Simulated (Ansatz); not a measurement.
# SiNi2: response to equal strain of all cell vectors

Aim: apply equal strain of all cell vectors to SiNi2 from -6 to +6 %, where the shape is held and the atoms relax, and follow energy, stress and any gap.

Program: Ansatz 0.2.0. Level of theory: DFT r2SCAN, scalar-relativistic, plane waves, PAW. These are calculated values, not measurements.

2 further runs of the same task are left out: 2 set aside as unsound or not needed.

**1. The system as given**

Symmetry: P6_3/mmc, No. 194, hexagonal system. The conventional cell has a = 3.870 Å, b = 3.870 Å, c = 4.927 Å, α = 90.00°, β = 90.00°, γ = 120.00°. Si (site symmetry -6m2) is surrounded by 11 Ni at 2.23 to 2.55 Å. Around Ni (site symmetry -3m) lie 8 Ni at 2.46 to 2.55 Å and 6 Si at 2.55 Å. Around Ni (site symmetry -6m2) lie 5 Si at 2.23 to 2.46 Å and 6 Ni at 2.55 Å.

As a file:

```
Si Ni
1.0
     3.86955    0.00000    0.00000
    -1.93477    3.35112    0.00000
     0.00000    0.00000    4.92681
Si Ni
2 4
Direct
  0.33333 0.66667 0.75000
  0.66667 0.33333 0.25000
  0.00000 0.00000 0.00000
  0.00000 0.00000 0.50000
  0.33333 0.66667 0.25000
  0.66667 0.33333 0.75000
```

This cell was relaxed beforehand with the same method: volume 10.65 Å³/atom, gap on the mesh none (metal).

**2. Reference cell for the strains**

Input file input.yaml:

```yaml
crystal:
  lattice:
    - [3.8695454863, 0.0, 0.0]
    - [-1.9347727431, 3.3511246922, 0.0]
    - [0.0, 0.0, 4.9268112094]
  atoms:
    - { symbol: Si, position: [0.3333333333, 0.6666666667, 0.75] }
    - { symbol: Si, position: [0.6666666667, 0.3333333333, 0.25] }
    - { symbol: Ni, position: [0.0, 0.0, 0.0] }
    - { symbol: Ni, position: [0.0, 0.0, 0.5] }
    - { symbol: Ni, position: [0.3333333333, 0.6666666667, 0.25] }
    - { symbol: Ni, position: [0.6666666667, 0.3333333333, 0.75] }
basis:
  ecutwfc: 500
kpoints:
  mp_grid: { grid: [12, 12, 8] }
hamiltonian:
  xc: r2scan
scf:
  occupations: { method: gaussian, width: 0.1 }
output:
  forces: true
  stress: true
  eigenvalues: true
```

Launch:

```sh
ansatz run input.yaml --threads 1 --pin off --max-ram 2560MiB --backend cpu --events-out ev --progress --plain --runs-dir out
```

Standard output, shortened:

```text
Warning: RAYON_NUM_THREADS=1 ignored (pool sized by the plan → 1); use --threads N
[...]
Pseudopotentials: kind: paw
Pseudopotential: Si, paw, valence charge 4, recommended cutoff 500 eV (meta_gga), Si.paw.azcp
Pseudopotential: Ni, paw, valence charge 18, recommended cutoff 500 eV (meta_gga), Ni.paw.azcp
Functional definition: r2SCAN
[...]
Crystal: 6 atoms, lattice volume = 63.888 Å³
Basis set: ecut = 500 eV, 1595 PW (Γ), exchange–correlation on 120×120×144 points (64 copies of the dense FFT grid, shifted against one another)
Bands: 48, of which v1, the nominal top of the filled ones, is band 40 counted from 1 (39 counted from 0)
Symmetry: 24 space group operations
Space group: P63/mmc (ITA 194), of the structure as read, at distance tolerance 4.0e-5 Å
k-points: 95 of 1152
[...]
SCF iter   1: F=—  HF=-24661.969030 eV  |F-HF|=—  |Δ(HF+E_count)|=         —  Δρ=3.10e-2  dr2=4.93e-1  dr2_τ=2.12e-1  ethr=1.77e-3  ⟨swp⟩=5.5  Hψ=16759  notcnv=0  defer=3
[...]
SCF iter  12: F=-24662.176083 eV  HF=-24662.176083 eV  |F-HF|=1.41e-8  |Δ(HF+E_count)|=   1.29e-8  Δρ=5.39e-6  dr2=1.50e-8  dr2_τ=1.23e-10  ethr=1.25e-10  ⟨swp⟩=4.1  Hψ=14988  notcnv=0
[...]
SCF converged after 12 iterations
Free energy (F): -24662.176083 eV
[...]
E sigma→0 (E₀):  -24662.167700 eV
Entropy (-TS):   -0.016766 eV (-2.794 meV/atom)
Fermi energy:    17.560786 eV
[...]
--- Forces (eV/Å), atoms counted from 1 ---
  atom   1  Si     0.00000000    -0.00000000     0.00000000
  atom   2  Si    -0.00000000     0.00000000     0.00000000
  atom   3  Ni    -0.00000000    -0.00000000    -0.00000000
  atom   4  Ni    -0.00000000    -0.00000000     0.00000000
  atom   5  Ni     0.00000000     0.00000000     0.00000000
  atom   6  Ni    -0.00000000     0.00000000    -0.00000000
[...]
--- Stress (GPa, compression-positive) ---
        0.016297       0.000000       0.000000
        0.000000       0.016297      -0.000000
        0.000000      -0.000000       0.006272
  P = ⅓ Tr σ = 0.0130 GPa (0.130 kbar)
--- Band table (eV; the first three rows and the last of 95) ---
[...]
```

Run time: 52 s. Hardware: 1 thread of Arm Neoverse V2, shared host; peak memory 0.65 GiB.

The crystal is set up in a cell of 6 atoms whose axes suit the strains; its energy is the zero of the series.

**3. At -2.0 %**

Changes to input.yaml since step 2:

```diff
@@ -2,5 +2,5 @@
   lattice:
-    - [3.8695454863, 0.0, 0.0]
-    - [-1.9347727431, 3.3511246922, 0.0]
-    - [0.0, 0.0, 4.9268112094]
+    - [3.7921545766, 0.0, 0.0]
+    - [-1.8960772883, 3.2841021984, 0.0]
+    - [0.0, 0.0, 4.8282749852]
   atoms:
```

Launch:

```sh
ansatz run input.yaml --threads 1 --pin off --max-ram 2560MiB --backend cpu --events-out ev --progress --plain --runs-dir out
```

Standard output, shortened:

```text
Warning: RAYON_NUM_THREADS=1 ignored (pool sized by the plan → 1); use --threads N
[...]
[... 4 set-up lines as earlier in the session ...]
[...]
Crystal: 6 atoms, lattice volume = 60.130 Å³
Basis set: ecut = 500 eV, 1529 PW (Γ), exchange–correlation on 120×120×144 points (64 copies of the dense FFT grid, shifted against one another)
Bands: 48, of which v1, the nominal top of the filled ones, is band 40 counted from 1 (39 counted from 0)
[... 1 set-up line as earlier in the session ...]
Space group: P63/mmc (ITA 194), of the structure as read, at distance tolerance 3.9e-5 Å
k-points: 95 of 1152
[...]
SCF iter   1: F=—  HF=-24661.762949 eV  |F-HF|=—  |Δ(HF+E_count)|=         —  Δρ=2.89e-2  dr2=4.00e-1  dr2_τ=2.44e-1  ethr=1.77e-3  ⟨swp⟩=5.7  Hψ=16995  notcnv=0  defer=22
[...]
SCF iter  11: F=-24661.999242 eV  HF=-24661.999242 eV  |F-HF|=9.66e-8  |Δ(HF+E_count)|=   2.75e-9  Δρ=1.49e-5  dr2=9.62e-8  dr2_τ=2.93e-10  ethr=1.25e-10  ⟨swp⟩=4.6  Hψ=16789  notcnv=0
[...]
SCF converged after 11 iterations
Free energy (F): -24661.999242 eV
[...]
E sigma→0 (E₀):  -24661.991364 eV
Entropy (-TS):   -0.015757 eV (-2.626 meV/atom)
Fermi energy:    18.912432 eV
[...]
--- Forces (eV/Å), atoms counted from 1 ---
  atom   1  Si     0.00000000    -0.00000000     0.00000000
  atom   2  Si     0.00000000     0.00000000     0.00000000
  atom   3  Ni    -0.00000000    -0.00000000    -0.00000000
  atom   4  Ni    -0.00000000     0.00000000     0.00000000
  atom   5  Ni     0.00000000    -0.00000000     0.00000000
  atom   6  Ni     0.00000000     0.00000000     0.00000000
[...]
--- Stress (GPa, compression-positive) ---
       16.824268      -0.000000       0.000000
       -0.000000      16.824268       0.000000
        0.000000       0.000000      14.209480
  P = ⅓ Tr σ = 15.9527 GPa (159.527 kbar)
--- Band table (eV; the first three rows and the last of 95) ---
[...]
```

Run time: 45 s. Hardware: 1 thread of Arm Neoverse V2, shared host; peak memory 0.64 GiB.

The cell is held at each strain. Atoms start from the nearest strain of the same sign that is done. Symmetry fixes all atoms here, so a single point is enough.

**4. The cell strained by +2.0 %**

Changes to input.yaml since step 3:

```diff
@@ -2,5 +2,5 @@
   lattice:
-    - [3.7921545766, 0.0, 0.0]
-    - [-1.8960772883, 3.2841021984, 0.0]
-    - [0.0, 0.0, 4.8282749852]
+    - [3.946936396, 0.0, 0.0]
+    - [-1.973468198, 3.4181471861, 0.0]
+    - [0.0, 0.0, 5.0253474335]
   atoms:
```

Launch:

```sh
ansatz run input.yaml --threads 1 --pin off --max-ram 2560MiB --backend cpu --events-out ev --progress --plain --runs-dir out
```

Standard output, shortened:

```text
Warning: RAYON_NUM_THREADS=1 ignored (pool sized by the plan → 1); use --threads N
[...]
[... 4 set-up lines as earlier in the session ...]
[...]
Crystal: 6 atoms, lattice volume = 67.798 Å³
Basis set: ecut = 500 eV, 1729 PW (Γ), exchange–correlation on 120×120×160 points (64 copies of the dense FFT grid, shifted against one another)
Bands: 48, of which v1, the nominal top of the filled ones, is band 40 counted from 1 (39 counted from 0)
[... 1 set-up line as earlier in the session ...]
Space group: P63/mmc (ITA 194), of the structure as read, at distance tolerance 4.1e-5 Å
k-points: 95 of 1152
[...]
SCF iter   1: F=—  HF=-24661.842784 eV  |F-HF|=—  |Δ(HF+E_count)|=         —  Δρ=3.27e-2  dr2=5.84e-1  dr2_τ=1.87e-1  ethr=1.77e-3  ⟨swp⟩=5.5  Hψ=16698  notcnv=0  defer=1
[...]
SCF iter  12: F=-24662.024132 eV  HF=-24662.024132 eV  |F-HF|=1.75e-8  |Δ(HF+E_count)|=   8.80e-9  Δρ=5.83e-6  dr2=1.82e-8  dr2_τ=9.68e-11  ethr=1.25e-10  ⟨swp⟩=3.0  Hψ=16433  notcnv=0
[...]
SCF converged after 12 iterations
Free energy (F): -24662.024132 eV
[...]
E sigma→0 (E₀):  -24662.015174 eV
Entropy (-TS):   -0.017916 eV (-2.986 meV/atom)
Fermi energy:    16.309709 eV
[...]
--- Forces (eV/Å), atoms counted from 1 ---
  atom   1  Si    -0.00000000     0.00000000     0.00000000
  atom   2  Si     0.00000000     0.00000000     0.00000000
  atom   3  Ni    -0.00000000    -0.00000000    -0.00000000
  atom   4  Ni    -0.00000000    -0.00000000     0.00000000
  atom   5  Ni    -0.00000000     0.00000000     0.00000000
  atom   6  Ni     0.00000000    -0.00000000    -0.00000000
[...]
--- Stress (GPa, compression-positive) ---
      -12.458746       0.000000       0.000000
        0.000000     -12.458746      -0.000000
        0.000000      -0.000000     -10.416256
  P = ⅓ Tr σ = -11.7779 GPa (-117.779 kbar)
--- Band table (eV; the first three rows and the last of 95) ---
[...]
```

Run time: 57 s. Hardware: 1 thread of Arm Neoverse V2, shared host; peak memory 0.68 GiB.

**5. Strain -4.0 %**

Changes to input.yaml since step 4:

```diff
@@ -2,5 +2,5 @@
   lattice:
-    - [3.946936396, 0.0, 0.0]
-    - [-1.973468198, 3.4181471861, 0.0]
-    - [0.0, 0.0, 5.0253474335]
+    - [3.7147636668, 0.0, 0.0]
+    - [-1.8573818334, 3.2170797045, 0.0]
+    - [0.0, 0.0, 4.729738761]
   atoms:
```

Launch:

```sh
ansatz run input.yaml --threads 1 --pin off --max-ram 2560MiB --backend cpu --events-out ev --progress --plain --runs-dir out
```

Standard output, shortened:

```text
Warning: RAYON_NUM_THREADS=1 ignored (pool sized by the plan → 1); use --threads N
[...]
[... 4 set-up lines as earlier in the session ...]
[...]
Crystal: 6 atoms, lattice volume = 56.524 Å³
Basis set: ecut = 500 eV, 1421 PW (Γ), exchange–correlation on 120×120×144 points (64 copies of the dense FFT grid, shifted against one another)
Bands: 48, of which v1, the nominal top of the filled ones, is band 40 counted from 1 (39 counted from 0)
[... 1 set-up line as earlier in the session ...]
Space group: P63/mmc (ITA 194), of the structure as read, at distance tolerance 3.8e-5 Å
k-points: 95 of 1152
[...]
SCF iter   1: F=—  HF=-24661.145679 eV  |F-HF|=—  |Δ(HF+E_count)|=         —  Δρ=2.66e-2  dr2=3.16e-1  dr2_τ=2.86e-1  ethr=1.77e-3  ⟨swp⟩=5.9  Hψ=17373  notcnv=0  defer=41
[...]
SCF iter  12: F=-24661.414039 eV  HF=-24661.414039 eV  |F-HF|=1.56e-8  |Δ(HF+E_count)|=   2.10e-8  Δρ=6.48e-6  dr2=1.71e-8  dr2_τ=1.01e-10  ethr=1.25e-10  ⟨swp⟩=10.6  Hψ=22276  notcnv=0
[...]
SCF converged after 12 iterations
Free energy (F): -24661.414039 eV
[...]
E sigma→0 (E₀):  -24661.406602 eV
Entropy (-TS):   -0.014873 eV (-2.479 meV/atom)
Fermi energy:    20.374691 eV
[...]
--- Forces (eV/Å), atoms counted from 1 ---
  atom   1  Si     0.00000000     0.00000000     0.00000000
  atom   2  Si     0.00000000    -0.00000000     0.00000000
  atom   3  Ni     0.00000000    -0.00000000     0.00000000
  atom   4  Ni     0.00000000     0.00000000    -0.00000000
  atom   5  Ni     0.00000000     0.00000000     0.00000000
  atom   6  Ni     0.00000000    -0.00000000     0.00000000
[...]
--- Stress (GPa, compression-positive) ---
       39.129113      -0.000000       0.000000
        0.000000      39.129113       0.000000
        0.000000       0.000000      33.247400
  P = ⅓ Tr σ = 37.1685 GPa (371.685 kbar)
--- Band table (eV; the first three rows and the last of 95) ---
[...]
```

Wall time 42 s (1 thread of Arm Neoverse V2, shared host); peak memory 0.63 GiB.

**6. The cell strained by +4.0 %**

Changes to input.yaml since step 5:

```diff
@@ -2,5 +2,5 @@
   lattice:
-    - [3.7147636668, 0.0, 0.0]
-    - [-1.8573818334, 3.2170797045, 0.0]
-    - [0.0, 0.0, 4.729738761]
+    - [4.0243273058, 0.0, 0.0]
+    - [-2.0121636529, 3.4851696799, 0.0]
+    - [0.0, 0.0, 5.1238836577]
   atoms:
```

Launch:

```sh
ansatz run input.yaml --threads 1 --pin off --max-ram 2560MiB --backend cpu --events-out ev --progress --plain --runs-dir out
```

Standard output, shortened:

```text
Warning: RAYON_NUM_THREADS=1 ignored (pool sized by the plan → 1); use --threads N
[...]
[... 4 set-up lines as earlier in the session ...]
[...]
Crystal: 6 atoms, lattice volume = 71.865 Å³
Basis set: ecut = 500 eV, 1825 PW (Γ), exchange–correlation on 120×120×160 points (64 copies of the dense FFT grid, shifted against one another)
Bands: 48, of which v1, the nominal top of the filled ones, is band 40 counted from 1 (39 counted from 0)
[... 1 set-up line as earlier in the session ...]
Space group: P63/mmc (ITA 194), of the structure as read, at distance tolerance 4.2e-5 Å
k-points: 95 of 1152
[...]
SCF iter   1: F=—  HF=-24661.453565 eV  |F-HF|=—  |Δ(HF+E_count)|=         —  Δρ=3.43e-2  dr2=6.86e-1  dr2_τ=1.68e-1  ethr=1.77e-3  ⟨swp⟩=5.5  Hψ=16801  notcnv=0  defer=8
[...]
SCF iter  12: F=-24661.610085 eV  HF=-24661.610085 eV  |F-HF|=1.21e-9  |Δ(HF+E_count)|=   1.47e-8  Δρ=1.51e-6  dr2=1.68e-9  dr2_τ=5.99e-11  ethr=1.25e-10  ⟨swp⟩=4.0  Hψ=16332  notcnv=0
[...]
SCF converged after 12 iterations
Free energy (F): -24661.610085 eV
[...]
E sigma→0 (E₀):  -24661.600483 eV
Entropy (-TS):   -0.019203 eV (-3.201 meV/atom)
Fermi energy:    15.150069 eV
[...]
--- Forces (eV/Å), atoms counted from 1 ---
  atom   1  Si    -0.00000000    -0.00000000     0.00000000
  atom   2  Si    -0.00000000     0.00000000    -0.00000000
  atom   3  Ni    -0.00000000    -0.00000000     0.00000000
  atom   4  Ni    -0.00000000     0.00000000     0.00000000
  atom   5  Ni    -0.00000000    -0.00000000     0.00000000
  atom   6  Ni     0.00000000     0.00000000    -0.00000000
[...]
--- Stress (GPa, compression-positive) ---
      -21.520378      -0.000000       0.000000
        0.000000     -21.520378      -0.000000
        0.000000      -0.000000     -17.892556
  P = ⅓ Tr σ = -20.3111 GPa (-203.111 kbar)
--- Band table (eV; the first three rows and the last of 95) ---
[...]
```

Wall time 67 s (1 thread of Arm Neoverse V2, shared host); peak memory 0.69 GiB.

**7. Strain -6.0 %**

Changes to input.yaml since step 6:

```diff
@@ -2,5 +2,5 @@
   lattice:
-    - [4.0243273058, 0.0, 0.0]
-    - [-2.0121636529, 3.4851696799, 0.0]
-    - [0.0, 0.0, 5.1238836577]
+    - [3.6373727571, 0.0, 0.0]
+    - [-1.8186863786, 3.1500572107, 0.0]
+    - [0.0, 0.0, 4.6312025368]
   atoms:
```

Launch:

```sh
ansatz run input.yaml --threads 1 --pin off --max-ram 2560MiB --backend cpu --events-out ev --progress --plain --runs-dir out
```

Standard output, shortened:

```text
Warning: RAYON_NUM_THREADS=1 ignored (pool sized by the plan → 1); use --threads N
[...]
[... 4 set-up lines as earlier in the session ...]
[...]
Crystal: 6 atoms, lattice volume = 53.064 Å³
Basis set: ecut = 500 eV, 1397 PW (Γ), exchange–correlation on 108×108×144 points (64 copies of the dense FFT grid, shifted against one another)
Bands: 48, of which v1, the nominal top of the filled ones, is band 40 counted from 1 (39 counted from 0)
[... 2 set-up lines as earlier in the session ...]
k-points: 95 of 1152
[...]
SCF iter   1: F=—  HF=-24660.021672 eV  |F-HF|=—  |Δ(HF+E_count)|=         —  Δρ=2.42e-2  dr2=2.39e-1  dr2_τ=3.41e-1  ethr=1.77e-3  ⟨swp⟩=6.1  Hψ=17806  notcnv=0  defer=43
[...]
SCF iter  11: F=-24660.325721 eV  HF=-24660.325721 eV  |F-HF|=1.99e-8  |Δ(HF+E_count)|=   8.41e-9  Δρ=7.18e-6  dr2=1.83e-8  dr2_τ=4.42e-11  ethr=1.25e-10  ⟨swp⟩=10.4  Hψ=21876  notcnv=0
[...]
SCF converged after 11 iterations
Free energy (F): -24660.325721 eV
[...]
E sigma→0 (E₀):  -24660.318689 eV
Entropy (-TS):   -0.014064 eV (-2.344 meV/atom)
Fermi energy:    21.959468 eV
[...]
--- Forces (eV/Å), atoms counted from 1 ---
  atom   1  Si    -0.00000000    -0.00000000     0.00000000
  atom   2  Si     0.00000000     0.00000000     0.00000000
  atom   3  Ni     0.00000000     0.00000000     0.00000000
  atom   4  Ni     0.00000000     0.00000000     0.00000000
  atom   5  Ni    -0.00000000    -0.00000000     0.00000000
  atom   6  Ni     0.00000000     0.00000000     0.00000000
[...]
--- Stress (GPa, compression-positive) ---
       68.393027       0.000000       0.000000
        0.000000      68.393027       0.000000
        0.000000       0.000000      58.455213
  P = ⅓ Tr σ = 65.0804 GPa (650.804 kbar)
--- Band table (eV; the first three rows and the last of 95) ---
[...]
```

Run time: 40 s. Hardware: 1 thread of Arm Neoverse V2, shared host; peak memory 0.59 GiB.

**8. At +6.0 %**

Changes to input.yaml since step 7:

```diff
@@ -2,5 +2,5 @@
   lattice:
-    - [3.6373727571, 0.0, 0.0]
-    - [-1.8186863786, 3.1500572107, 0.0]
-    - [0.0, 0.0, 4.6312025368]
+    - [4.1017182155, 0.0, 0.0]
+    - [-2.0508591077, 3.5521921738, 0.0]
+    - [0.0, 0.0, 5.2224198819]
   atoms:
```

Launch:

```sh
ansatz run input.yaml --threads 1 --pin off --max-ram 2560MiB --backend cpu --events-out ev --progress --plain --runs-dir out
```

Standard output, shortened:

```text
Warning: RAYON_NUM_THREADS=1 ignored (pool sized by the plan → 1); use --threads N
[...]
[... 4 set-up lines as earlier in the session ...]
[...]
Crystal: 6 atoms, lattice volume = 76.091 Å³
Basis set: ecut = 500 eV, 1945 PW (Γ), exchange–correlation on 120×120×160 points (64 copies of the dense FFT grid, shifted against one another)
Bands: 48, of which v1, the nominal top of the filled ones, is band 40 counted from 1 (39 counted from 0)
[... 2 set-up lines as earlier in the session ...]
k-points: 95 of 1152
[...]
SCF iter   1: F=—  HF=-24660.858583 eV  |F-HF|=—  |Δ(HF+E_count)|=         —  Δρ=3.60e-2  dr2=8.04e-1  dr2_τ=1.55e-1  ethr=1.77e-3  ⟨swp⟩=5.6  Hψ=17128  notcnv=0  defer=5
[...]
SCF iter  12: F=-24660.989980 eV  HF=-24660.989980 eV  |F-HF|=7.28e-11  |Δ(HF+E_count)|=   5.32e-8  Δρ=1.34e-6  dr2=1.01e-9  dr2_τ=1.44e-10  ethr=1.25e-10  ⟨swp⟩=8.9  Hψ=22246  notcnv=0
[...]
SCF converged after 12 iterations
Free energy (F): -24660.989980 eV
[...]
E sigma→0 (E₀):  -24660.979669 eV
Entropy (-TS):   -0.020622 eV (-3.437 meV/atom)
Fermi energy:    14.073649 eV
[...]
--- Forces (eV/Å), atoms counted from 1 ---
  atom   1  Si    -0.00000000     0.00000000     0.00000000
  atom   2  Si     0.00000000    -0.00000000    -0.00000000
  atom   3  Ni     0.00000000    -0.00000000     0.00000000
  atom   4  Ni     0.00000000    -0.00000000     0.00000000
  atom   5  Ni     0.00000000     0.00000000     0.00000000
  atom   6  Ni     0.00000000    -0.00000000    -0.00000000
[...]
--- Stress (GPa, compression-positive) ---
      -27.900868       0.000000       0.000000
        0.000000     -27.900868       0.000000
        0.000000       0.000000     -23.082208
  P = ⅓ Tr σ = -26.2946 GPa (-262.946 kbar)
--- Band table (eV; the first three rows and the last of 95) ---
[...]
```

It took 62 s on 1 thread of Arm Neoverse V2, shared host; peak memory 0.7 GiB.

**9. The series**

```
strain (%)  ΔE (meV/atom)  a (Å)  b (Å)  c (Å)     σxx     σyy     σzz
      -6.0          308.2  3.637  3.637  4.631   68.39   68.39   58.46
      -4.0          126.8  3.715  3.715  4.730   39.13   39.13   33.25
      -2.0           29.4  3.792  3.792  4.828   16.82   16.82   14.21
      +0.0            0.0  3.870  3.870  4.927    0.02    0.02    0.01
      +2.0           25.4  3.947  3.947  5.025  -12.46  -12.46  -10.42
      +4.0           94.5  4.024  4.024  5.124  -21.52  -21.52  -17.89
      +6.0          198.0  4.102  4.102  5.222  -27.90  -27.90  -23.08
```

ΔE is over the unstrained cell. Stress in GPa, positive in compression, on the Cartesian axes of the input. 

**10. What came out**

```
                               quantity                     value
                    largest energy cost  308.2 meV/atom at -6.0 %
(1/V) d²E/dε² at zero strain, cubic fit                  2119 GPa
```

In words: The curvature of the energy, 2119 GPa, is nine times the bulk modulus at fixed shape. Compression by 6 % costs 308.2 meV/atom and stretching 198.0. Spin polarisation is off in the runs that give these values; a magnetic solution could lie lower.
